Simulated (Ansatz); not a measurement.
Molecular dynamics on a 2×2×2 supercell (16 atoms) of Si (Fd-3m), relaxed with r2SCAN. Forces come from r2SCAN in Ansatz: a Langevin thermostat at fixed volume, 100 K, steps of 3 fs. Computed, non-magnetic; the trajectory is short and the cell small, so nothing here is a converged average.

```yaml
crystal:
  lattice:
    - [0.0, 5.4442394761, 5.4442394761]
    - [5.4442394761, 0.0, 5.4442394761]
    - [5.4442394761, 5.4442394761, 0.0]
  atoms:
    - { symbol: Si, position: [0.125, 0.125, 0.125] }
    - { symbol: Si, position: [0.0, 0.0, 0.0] }
    - { symbol: Si, position: [0.125, 0.125, 0.625] }
    - { symbol: Si, position: [0.0, 0.0, 0.5] }
    - { symbol: Si, position: [0.125, 0.625, 0.125] }
    - { symbol: Si, position: [0.0, 0.5, 0.0] }
    - { symbol: Si, position: [0.125, 0.625, 0.625] }
    - { symbol: Si, position: [0.0, 0.5, 0.5] }
    - { symbol: Si, position: [0.625, 0.125, 0.125] }
    - { symbol: Si, position: [0.5, 0.0, 0.0] }
    - { symbol: Si, position: [0.625, 0.125, 0.625] }
    - { symbol: Si, position: [0.5, 0.0, 0.5] }
    - { symbol: Si, position: [0.625, 0.625, 0.125] }
    - { symbol: Si, position: [0.5, 0.5, 0.0] }
    - { symbol: Si, position: [0.625, 0.625, 0.625] }
    - { symbol: Si, position: [0.5, 0.5, 0.5] }
kpoints:
  mp_grid: { grid: [2, 2, 2] }
hamiltonian:
  xc: r2scan
scf:
  occupations: { method: fermi_dirac, width: 0.02 }
md:
  ensemble: nvt_langevin
  temperature: 100
  timestep: 3.0
  n_steps: 40
  initial_velocities: maxwell_boltzmann
  seed: 2973
```

Run as `ansatz run input.yaml --threads 4 --pin off --max-ram 5529MiB --backend cpu --events-out ev --progress --plain --runs-dir out`. It took 4.2 min on 4 threads of Arm Neoverse V1 (shared host); peak host memory 1.7 GiB.

```tsv
step	t (fs)	T (K)	free energy F from step 0 (meV/atom)	kinetic energy (meV/atom)	largest force (eV/Å)
0	0	94	0.0	12.1	0.00
1	3	90	0.5	11.6	0.27
2	6	84	2.0	10.8	0.52
3	9	68	4.0	8.8	0.72
4	12	52	5.9	6.7	0.85
5	15	40	7.6	5.1	0.93
6	18	42	8.5	5.4	0.99
7	21	41	8.6	5.3	0.99
8	24	46	8.2	5.9	0.95
9	27	52	7.6	6.8	0.88
10	30	63	6.8	8.2	0.78
11	33	70	6.1	9.1	0.62
12	36	73	5.7	9.5	0.57
13	39	72	5.7	9.3	0.61
14	42	78	6.2	10.1	0.70
15	45	68	7.2	8.8	0.80
16	48	60	8.3	7.8	0.84
17	51	50	9.3	6.5	0.82
18	54	47	9.7	6.1	0.83
19	57	60	9.5	7.7	0.87
20	60	72	9.0	9.3	0.85
21	63	74	8.2	9.6	0.75
22	66	82	7.5	10.7	0.68
23	69	89	7.1	11.5	0.65
24	72	85	7.0	11.0	0.66
25	75	85	7.1	11.0	0.70
26	78	86	7.3	11.1	0.79
27	81	85	7.7	11.0	0.88
28	84	87	8.3	11.3	0.96
29	87	76	9.0	9.9	1.01
30	90	70	9.4	9.1	1.05
31	93	73	9.7	9.5	1.06
32	96	79	9.8	10.2	1.05
33	99	81	9.6	10.5	1.01
34	102	81	9.4	10.5	0.96
35	105	88	9.0	11.4	0.89
36	108	86	8.7	11.1	0.79
37	111	91	8.5	11.7	0.67
38	114	86	8.7	11.2	0.62
39	117	80	9.2	10.3	0.77
40	120	83	9.9	10.8	0.82
```

The temperature starts at 94 K, is lowest at step 5 (40 K, 15 fs) and ends at 83 K. The atoms start on their lattice sites with kinetic energy alone, so much of it first passes into potential energy. By the last step the atoms have moved 0.08 Å in the root mean square, the drift of the whole cell taken out, 0.12 Å at most.

Positions (Å) and forces (eV/Å) at step 40:
```
Si   1.353   1.353   1.294     0.558   0.069  -0.193
Si   0.056  -0.043  -0.075    -0.063  -0.116  -0.053
Si   4.112   4.112   1.331     0.151   0.072   0.418
Si   2.746   2.781  -0.022    -0.350   0.043   0.087
Si   4.113   1.335   4.046     0.204   0.243   0.249
Si   2.798   0.035   2.623    -0.239  -0.153   0.187
Si   6.873   4.184   4.045    -0.323  -0.406  -0.042
Si   5.468   2.736   2.732     0.071   0.597   0.040
Si   1.522   4.058   4.059    -0.204   0.154   0.388
Si   0.123   2.705   2.742    -0.042   0.023   0.179
Si   4.136   6.878   4.118     0.067  -0.260  -0.077
Si   2.788   5.522   2.743     0.184  -0.195  -0.411
Si   4.257   4.088   6.842    -0.732  -0.185  -0.094
Si   2.847   2.721   5.498     0.029   0.061  -0.263
Si   6.846   6.868   6.823     0.067  -0.263   0.026
Si   5.480   5.482   5.473     0.621   0.314  -0.439
```
